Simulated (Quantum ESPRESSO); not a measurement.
C:

```
CELL_PARAMETERS angstrom
0.00000 1.78337 1.78337
1.78337 0.00000 1.78337
1.78337 1.78337 0.00000
ATOMIC_POSITIONS crystal
C 0.75000 0.75000 0.75000
C 0.50000 0.50000 0.50000
```

This isn't the form of C at room conditions, which is graphite.

Base run:

| Item | Value |
| --- | --- |
| Program | Quantum ESPRESSO 7.5 |
| Functional | EV93PW91 |
| Potentials or basis | SG15 PBE 1.2 |
| Cutoff | 1197 eV |
| Density cutoff | 4789 eV |
| k mesh | 13 × 13 × 13 |
| Occupations | fermi-dirac, width 0.05 eV |
| Spin | no spin polarisation |

Its results: band gap on the k mesh 4.58 eV, indirect (least direct gap 5.63 eV); pressure 9.7 GPa.

Problem. After a change of settings the same cell gave: band gap on the k mesh 3.99 eV, indirect (least direct gap 5.51 eV); pressure -3.2 GPa. Which change was it?
A. functional from EV93PW91 to TPSS; k mesh from 13 × 13 × 13 to 10 × 10 × 10
B. functional from EV93PW91 to PBE
C. functional from EV93PW91 to RPBE
D. functional from EV93PW91 to AM05

Solution. D.

Caveats: the potentials were made for another functional, which shifts forces and pressure; the potentials were made for a functional far from this one (some runs).
